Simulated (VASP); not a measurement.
CoO:

```
Co O
1.0
     2.82845    0.00000    0.00000
    -1.41423    2.44951    0.00000
     0.00000    0.00000    2.72172
Co O
1 1
Direct
  0.00000 0.00000 0.50000
  0.66667 0.33333 0.00000
```

The cell was built by a generator and needn't be a form met in nature.

```yaml
Program: VASP 6.6.1
Task: relaxation of cell and atoms
Functional: PBE
Dispersion: D3(BJ)
Potentials_or_basis: VASP PAW PBE potentials, release 64 (Co, O)
Cutoff: 600 eV
k_mesh: 8 × 8 × 7
Occupations: fermi-dirac, width 0.05 eV
Spin: collinear spin, ferromagnetic start
Starting_moments: "[2.0, 0.0] μB"
```

At the start: pressure -4.6 GPa; volume 9.43 Å³/atom.

**Question.** Where does the relaxation end?

**Answer.** Over 6 steps the energy falls by 3.2 meV/atom and the volume is 9.20 Å³/atom (-2.5 %); space group P-6m2 (No. 187, to 0.05 Å); moment 3.00 μB per cell.

Step by step:
| step | energy change (eV) | largest force (eV/Å) | pressure (GPa) | volume (Å³) |
| --- | --- | --- | --- | --- |
| 1 | 0.0000 | 0.0000 | -4.56 | 18.86 |
| 2 | -0.0033 | 0.0000 | 3.35 | 18.13 |
| 3 | -0.0063 | 0.0000 | -0.14 | 18.42 |
| 4 | -0.0063 | 0.0000 | 0.11 | 18.41 |
| 5 | -0.0064 | 0.0000 | 0.13 | 18.41 |
| 6 | -0.0064 | 0.0000 | 0.07 | 18.39 |

Final structure:
```
Co O
1.0
     2.80140    0.00000    0.00000
    -1.40071    2.42609    0.00000
     0.00000    0.00000    2.70616
Co O
1 1
Direct
  0.00000 0.00000 0.50000
  0.66667 0.33333 0.00000
```

Caveat: a cell with one magnetic atom can't hold antiferromagnetic order, which such compounds often take; pairwise dispersion overbinds metals, which lowers pressure and volume.
